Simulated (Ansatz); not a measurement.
Wurtzite ZnS at its r2SCAN geometry, in Ansatz. The base run uses PBEsol on a modest mesh; each further run changes one setting, sensibly or not. Doubtful ones may also carry a cap on iterations. All numbers are computed, and spin polarisation is off unless an edit sets a moment.

Base input:
```yaml
crystal:
  lattice:
    - [3.8054508206, 0.0, 0.0]
    - [-1.9027254103, 3.2956170835, 0.0]
    - [0.0, 0.0, 6.2439930788]
  atoms:
    - { symbol: Zn, position: [0.3333333333, 0.6666666667, 0.0003381272] }
    - { symbol: Zn, position: [0.6666666667, 0.3333333333, 0.5003381272] }
    - { symbol: S, position: [0.3333333333, 0.6666666667, 0.3746618728] }
    - { symbol: S, position: [0.6666666667, 0.3333333333, 0.8746618728] }
kpoints:
  mp_grid: { grid: [6, 6, 4] }
hamiltonian:
  xc: pbesol
scf:
  occupations: { method: fixed }
  n_extra_bands: 5
output:
  forces: true
  stress: true
  eigenvalues: true
```

Base results:
```
Basis set: ecut = 420 eV, 1521 PW (Γ)
Symmetry: 12 space group operations
Space group: P63mc (ITA 186)
k-points: 21 of 144 (time reversal used)
SCF converged after 7 iterations
Free energy (F): -8334.860933 eV
Fermi energy:    5.807377 eV
--- Stress (GPa, compression-positive) ---
       -1.334239       0.000000       0.000000
        0.000000      -1.334239       0.000000
        0.000000       0.000000      -1.399835
  P = ⅓ Tr σ = -1.3561 GPa (-13.561 kbar)
--- Band table (eV; the first three rows and the last of 21) ---
  k-point 0: bands = […, 0.3747, 4.8972, 4.8972, 5.7231, 5.8074, 5.8074, 7.8825, 8.7932, 11.9934, 11.9934, …]
  k-point 1: bands = […, 1.3526, 4.5950, 5.0203, 5.0203, 5.6624, 5.6624, 8.8023, 8.9457, 11.9319, 12.0884, …]
  k-point 2: bands = […, 2.8842, 2.8842, 5.3306, 5.3306, 5.3306, 5.3306, 9.2540, 9.2540, 12.4478, 12.4478, …]
  k-point 20: bands = […, 0.9890, 0.9890, 2.6916, 2.6916, 4.4288, 4.4288, 10.1895, 10.1895, 11.9806, 11.9806, …]
```
The gap over this mesh is 2.075 eV.

Run as `ansatz run input.yaml --threads 4 --pin off --max-ram 3686MiB --backend cpu --events-out ev --progress --plain --runs-dir out`. It took 2.1 s on 4 threads of Arm Neoverse N1, with other jobs on the host, load about 0.8 per core; peak host memory 0.33 GiB.

Task: Predict the outcome of this edit.
```yaml
scf:
  mixing: { ndim: 2 }
  max_iter: 60
```

Result: It converges in 13 iterations against the base's 7. The result is the base's, as it should be for a key that only affects how the solution is found.

Task: Predict the outcome of this edit.
```yaml
scf:
  mixing: { preconditioner: none }
```

Result: It converges in 6 iterations against the base's 7. The result is the base's, as it should be for a key that only affects how the solution is found.

One of the further runs printed
```
SCF converged after 7 iterations
Free energy (F): -8334.622658 eV
Fermi energy:    5.857535 eV
--- Forces (eV/Å), atoms counted from 1 ---
  atom   1  Zn      0.00000      0.00000      0.04709
  atom   2  Zn      0.00000      0.00000      0.04709
  atom   3  S       0.00000      0.00000    -0.04708
  atom   4  S       0.00000      0.00000    -0.04708
--- Stress (GPa, compression-positive) ---
       -0.028022       0.000000       0.000000
        0.000000      -0.028022       0.000000
        0.000000       0.000000      -1.795876
  P = ⅓ Tr σ = -0.6173 GPa (-6.173 kbar)
```

Task: Which setting had been changed?
A. crystal.symmetry.detect: false
B. basis.ecutwfc: 300
C. scf.occupations: fermi_dirac 1.5
D. kpoints.mp_grid.grid: [3, 3, 3]

Result: D. The free energy moves by +60 meV an atom, the mean stress by +0.74 GPa and the gap on the mesh by -0.020 eV (to 2.055). The mesh is too coarse.

Task: What happens with this change?
```yaml
scf:
  max_iter: 51
basis:
  ecutrho_ratio: 12
```

Result: Energy, stress and gap stay within 1 meV an atom, 0.1 GPa and 0.005 eV of the base. The result hardly depends on this setting here.

One of the further runs printed
```
SCF converged after 7 iterations
Free energy (F): -8334.865587 eV
Fermi energy:    5.806017 eV
--- Stress (GPa, compression-positive) ---
       -1.342785       0.000000       0.000000
        0.000000      -1.342785       0.000000
        0.000000       0.000000      -1.408453
  P = ⅓ Tr σ = -1.3647 GPa (-13.647 kbar)
```

Task: Which setting had been changed?
A. scf.occupations: fermi_dirac 1.5
B. crystal.symmetry.detect: false
C. accuracy: high
D. basis.ecutwfc: 500

Result: D. 1973 plane waves in place of 1521. The free energy moves by -1.2 meV an atom, the mean stress by -0.01 GPa and the gap on the mesh by +0.001 eV (to 2.076). The base cutoff was converged to that degree.

Task: The input is altered as follows. How does the run end?
```yaml
basis:
  ecutwfc: 900
```

Result: 4783 plane waves in place of 1521. The free energy moves by -1.5 meV an atom, the mean stress by -0.01 GPa and the gap on the mesh by +0.001 eV (to 2.076). The base cutoff was converged to that degree.
```
Basis set: ecut = 900 eV, 4783 PW (Γ)
SCF converged after 7 iterations
Free energy (F): -8334.866827 eV
Fermi energy:    5.805935 eV
--- Stress (GPa, compression-positive) ---
       -1.344905       0.000000       0.000000
        0.000000      -1.344905       0.000000
        0.000000       0.000000      -1.410624
  P = ⅓ Tr σ = -1.3668 GPa (-13.668 kbar)
```

Task: What happens with this change?
```yaml
hamiltonian:
  xc: r2scan
```

Result: The cutoff follows the functional, from 420 to 500 eV. The mean stress moves by +1.41 GPa and the gap on the mesh by +0.705 eV (to 2.780). It's another functional on the same cell, so totals aren't comparable.
Lines that differ from the base's log, and the results:
```
Basis set: ecut = 500 eV, 1973 PW (Γ)
SCF converged after 7 iterations
Free energy (F): -8466.888237 eV
Fermi energy:    5.629707 eV
--- Forces (eV/Å), atoms counted from 1 ---
  atom   1  Zn      0.00000      0.00000      0.00388
  atom   2  Zn      0.00000      0.00000      0.00388
  atom   3  S       0.00000      0.00000    -0.00390
  atom   4  S       0.00000      0.00000    -0.00390
--- Stress (GPa, compression-positive) ---
        0.063886       0.000000       0.000000
        0.000000       0.063886       0.000000
        0.000000       0.000000       0.021242
  P = ⅓ Tr σ = 0.0497 GPa (0.497 kbar)
--- Band table (eV; the first three rows and the last of 21) ---
  k-point 0: bands = […, 0.1563, 4.7078, 4.7078, 5.5451, 5.6297, 5.6297, 8.4101, 9.2396, 12.4013, 12.4013, …]
  k-point 1: bands = […, 1.1544, 4.4730, 4.8334, 4.8334, 5.4839, 5.4839, 9.2812, 9.4004, 12.3603, 12.4926, …]
  k-point 2: bands = […, 2.7307, 2.7307, 5.1485, 5.1485, 5.1485, 5.1485, 9.7307, 9.7307, 12.8557, 12.8557, …]
  k-point 20: bands = […, 0.7998, 0.7998, 2.4932, 2.4932, 4.2269, 4.2269, 10.6099, 10.6099, 12.3142, 12.3142, …]
```

Task: Predict the outcome of this edit.
```yaml
scf:
  n_extra_bands: 24
```

Result: Energy, stress and gap stay within 1 meV an atom, 0.1 GPa and 0.005 eV of the base. Empty bands don't enter the energy of an insulator with fixed occupations.
